Q: Which of these crystals is hardest to compress, and which is easiest?

A: Compare the bulk moduli. The bulk modulus B is the pressure needed per unit of relative volume change, for small changes.

Elemental crystals calculated with ABINIT 10.8.3, using plane-wave DFT with the LDA-PZ functional, no spin polarisation or spin–orbit coupling, and Fermi–Dirac smearing of 0.05 eV. Equilibrium volumes, bulk moduli and slopes come from fits to the energies at seven volumes, with the cell shape fixed; shortest distances are those of the starting cells.

```tsv
system	potentials	wave cutoff	space group	shortest distance (Å)	k-mesh	equilibrium volume (Å³/atom)	bulk modulus (GPa)	bulk modulus slope
Sn (Fd-3m)	JTH PAW LDA v2.0 sp	408 eV	Fd-3m	2.80	7x7x7	34.04	44.9	5.080
Al (Fm-3m)	PseudoDojo NC SR LDA v0.4.1 standard	599 eV	Fm-3m	2.86	11x11x11	15.78	85.3	4.600
Si (Fd-3m)	JTH PAW LDA v2.0	408 eV	Fd-3m	2.36	8x8x8	19.71	96.9	4.380
Ti (Im-3m)	JTH PAW LDA v2.0	408 eV	Im-3m	2.84	11x11x11	15.92	123.4	3.740
Cu (Fm-3m)	JTH PAW LDA v2.0	544 eV	Fm-3m	2.56	13x13x13	10.90	189.5	5.040
Ta (Im-3m)	JTH PAW LDA v2.0	408 eV	Im-3m	2.86	11x11x11	17.22	223.5	4.030
Mo (Im-3m)	JTH PAW LDA v2.0	408 eV	Im-3m	2.74	12x12x12	15.09	299.2	4.560
Pt (Fm-3m)	JTH PAW LDA v2.0	544 eV	Fm-3m	2.77	12x12x12	14.81	307.4	5.250
Rh (Fm-3m)	JTH PAW LDA v2.0	544 eV	Fm-3m	2.68	12x12x12	13.23	316.2	4.630
W (Im-3m)	JTH PAW LDA v2.0	408 eV	Im-3m	2.74	12x12x12	15.43	328.5	4.030
Ru (P6_3/mmc)	JTH PAW LDA v2.0	408 eV	P6_3/mmc	2.65	11x11x6	13.09	362.5	4.730
Ir (Fm-3m)	JTH PAW LDA v2.0	463 eV	Fm-3m	2.71	12x12x12	13.82	407.3	4.980
C (Fd-3m)	JTH PAW LDA v2.0	544 eV	Fd-3m	1.54	13x13x13	5.51	466.6	3.630
C (P6_3/mmc)	JTH PAW LDA v2.0	544 eV	P6_3/mmc	1.54	12x12x7	5.53	467.8	3.700
```

The two forms of carbon lead, at about 467 GPa, and grey tin comes last at 45 GPa. Diamond therefore needs roughly ten times the pressure that grey tin needs for the same relative compression. Among the metals iridium is the stiffest, at 407 GPa. The shortest distances in the table belong to the starting cells, not to the equilibrium volumes.

Q: Diamond, silicon and grey tin have the same structure and four valence electrons per atom. Why are they so different?

A: The same number of electrons has to bind a much larger volume in tin. The hydrogen atom shows the principle in its simplest form. Confine its electron to a radius R, and the attraction lowers the energy as 1/R while the kinetic energy raises it as 1/R². The atom settles where the two balance, and a tighter balance is harder to disturb. The likeness covers only this balance, since electrons in a crystal also avoid the atomic cores and form bonds with directions.

For a crystal, replace R by the cube root of the volume per atom, V:

E = −A/V^(1/3) + C/V^(2/3)

A measures the attraction and C the resistance to confinement. I assume that A is the same for all three elements, because they have equally many valence electrons, and that C grows with the size of the core. At the equilibrium volume the first derivative of E is zero, which gives C = A·V^(1/3)/2. Putting this into B = V·d²E/dV² leaves B = (A/9)/V^(4/3).

Q: Can that formula predict silicon from diamond?

A: Yes, fairly well, once silicon's volume is known. Diamond supplies the constant A, and silicon contributes only its volume:

B(Si) ≈ 466.6 GPa × (5.51/19.71)^(4/3) ≈ 85 GPa

The calculation gives 97 GPa, so the estimate is 12% below the computed value. For grey tin the same step comes out 8% low. Cohen's rule, in which B falls as the bond length to the power 3.5, is a close alternative. Started from diamond, it is 9% too high for silicon and 24% too high for grey tin.

Both rules say that a larger atom in the same structure, with equally many valence electrons, makes a softer crystal. The success of the volume rule supports that scaling. It doesn't establish that A is exactly the same in the three elements.

Q: Aluminium and tungsten have nearly the same volume per atom. Why is tungsten almost four times as stiff?

A: Volume is only half of the matter; the other half is how many electrons bind the atoms. Aluminium has three valence electrons, and tungsten has six when its d electrons are counted. Dividing such a count by the volume gives a valence density, which describes most of the set better than volume does. A power law in this density, fitted to the twelve crystals whose energy minimum lies inside the range of volumes calculated, misses by typically 25%. The same kind of fit in volume misses by typically 59%, as the output after this text shows.

Tungsten is still stiffer than its valence density suggests, and the usual explanation lies in the kind of electrons it has. When d orbitals on neighbouring atoms overlap, they spread into a band. Electrons in its lower part strengthen the bonds, while those in its upper part weaken them. Tungsten has filled mostly the bonding part, so its d electrons are used to good effect. This is the standard picture of transition-metal bonding, which the moduli agree with but don't test separately.

Q: Then why is iridium stiffer than tungsten, although it has begun to fill the antibonding states?

A: Part of the reason is probably that its atoms take up less room. Along a transition series the nuclear charge grows and draws the orbitals inward, so the volume can go on shrinking after the bonds have passed their best filling. A smaller volume raises the modulus, and for a while this can outweigh the weaker bonding. By platinum the antibonding states are fuller and the volume has grown again, and the modulus drops to 307 GPa. Spin–orbit coupling, left out here, could shift the values for these heavy metals somewhat.

Molybdenum and ruthenium give a feeling for the size of the volume effect. The modulus rises by 21% from the first to the second, and the V^(−4/3) rule would give the same 21% from the smaller volume alone. That is a suggestive match, but the crystal structure changes as well, and the rule was derived for equal numbers of valence electrons. From tungsten to iridium the rule gives a rise of 16% and the calculation 24%, so there the rule falls short even before any weakening of the bonds is counted. I would take the comparison as a sign that volume matters, not as a measured share.

Q: Copper has the highest valence density of all. Why isn't it the stiffest?

A: Because most of the electrons in that count do little net bonding. Copper's d band is full, so its bonding and antibonding states are both occupied and their effects largely cancel. The density law counts all eleven outer electrons as useful and overestimates copper's modulus by a factor of 3.5. Copper was left out of that fit because its energy minimum lies just below the smallest volume calculated. That makes its modulus of about 190 GPa less certain, and its energies also scatter more about the fitted curve than those of any other row. A volume error of 2% would change the modulus by about 10%, and the scatter may add to that, but neither comes near a factor of 3.5.

So a guess for a neighbouring metal needs two questions. How many valence electrons share each unit of volume, and do they occupy bonding or antibonding states?

Q: Suppose a different setting made the equilibrium volume of one crystal 1% larger. Would its modulus fall by 4/3 of a percent?

A: Most likely it would fall by more. The 4/3 rule compares different elements, where the core changes along with the volume. If you stretch one crystal, the core stays as it is and the resistance to compression fades quickly. The column "bulk modulus slope" records this: it is the rise of B per unit of pressure, and to a good approximation also the percentage by which B falls when the volume grows by 1%. The loss runs from 3.5% in diamond to 5.1% in platinum. A new setting may also change the shape of the energy curve, so this estimate covers only the shift in volume.

Here the simple formula reaches its limit. It gives a slope of 3 for every crystal, and all the computed slopes are higher. A steeper repulsion would repair that. With the same attraction, however, it would make B·V^(4/3) grow by a factor of 2.5 from diamond to grey tin, whereas the computed growth is only 9%. Use the formula to compare similar elements, and the tabulated slope to follow a single crystal.

Q: Which digits would you rely on?

A: I would trust the large contrasts and treat differences of a few percent as undecided. The two carbons are a good example. The hexagonal one is lonsdaleite, with bonds like those of diamond and not the layers of graphite, and its modulus is higher by only 1.2 GPa. The two runs used different k-meshes, and the hexagonal cell kept its proportions while it was scaled, so a difference that small doesn't decide which is stiffer.

Titanium and copper need more caution, because their equilibrium volumes were extrapolated beyond the calculated range. For copper, the pressures printed by the program also differ by about 5 GPa from those implied by its energies, a sign that the plane-wave cutoff is too low for the stress. The moduli in the table were fitted to the energies, not to these pressures. The titanium row has a further catch: this cubic structure is known as the high-temperature form, while the calculation treats a lattice at rest. For grey tin and iridium the program warned that the PAW spheres, the regions around the atoms that are treated separately, overlap. The effect on their moduli wasn't tested.

The local density approximation also usually makes crystals somewhat too compact and too stiff. Heat, which the calculation leaves out, normally softens a real crystal. Both effects tend to put the computed moduli above measured ones.

Output of the analysis:

```
Scaled moduli and sensitivity:
            row  valence electrons per A^3  B V^(4/3) over diamond  B V^(7/6) over diamond  change of B for 1% larger volume (%)  minimum above smallest volume run (%)
     Sn (Fd-3m)                     0.1175                   1.091                  0.8053                                -4.929                                  7.145
     Al (Fm-3m)                     0.1901                  0.7435                  0.6239                                -4.474                                  1.089
     Si (Fd-3m)                     0.2029                   1.136                  0.9187                                -4.265                                  4.011
     Ti (Im-3m)                     0.2513                   1.088                  0.9119                                -3.653                                 -4.212
     Cu (Fm-3m)                      1.009                   1.009                  0.9002                                -4.891                                 -1.802
     Ta (Im-3m)                     0.2904                   2.189                    1.81                                -3.931                                  1.713
     Mo (Im-3m)                     0.3976                   2.457                   2.077                                -4.436                                  1.004
     Pt (Fm-3m)                     0.6752                   2.462                   2.088                                 -5.09                                  4.443
     Rh (Fm-3m)                     0.6803                   2.179                   1.883                                -4.502                                  2.957
      W (Im-3m)                     0.3889                   2.779                   2.341                                -3.931                                  3.557
  Ru (P6_3/mmc)                     0.6112                   2.463                   2.132                                -4.597                                  2.586
     Ir (Fm-3m)                     0.6512                   2.975                   2.552                                -4.834                                  4.539
      C (Fd-3m)                      0.726                       1                       1                                -3.548                                  3.377
   C (P6_3/mmc)                     0.7233                   1.007                   1.007                                -3.615                                  3.752
fit of log(B) on 12 rows (inside): constant 6.493 +/- 0.13, coefficient of log(dens) 1.154 +/- 0.12; rms 0.224, worst W (Im-3m) -0.391, leave-one-out rms 0.268
  rows outside the fit (model, value, miss): Ti (Im-3m) 4.9, 4.815, 0.0843; Cu (Fm-3m) 6.504, 5.244, 1.26
fit of log(B) on 12 rows (inside): constant 8.511 +/- 0.83, coefficient of log(V) -1.167 +/- 0.31; rms 0.467, worst Al (Fm-3m) 0.844, leave-one-out rms 0.583
  rows outside the fit (model, value, miss): Ti (Im-3m) 5.28, 4.815, 0.465; Cu (Fm-3m) 5.722, 5.244, 0.478
Typical miss of the density power law (%): 25.08
Typical miss of the volume power law (%): 59.47
Cu modulus from the density law over computed modulus (ratio): 3.524
Modulus of diamond over grey tin (ratio): 10.39
Modulus of W over Al (ratio): 3.851
Gain of modulus from Mo to Ru (%): 21.16
Gain from Mo to Ru expected from volume alone with V^(-4/3) (%): 20.87
Lonsdaleite less diamond modulus (GPa): 1.2
Growth of B V^(4/3) from diamond to grey tin if slopes set the repulsion (ratio): 2.505
Cu pressure from energies less printed pressure (GPa): 4.739
```
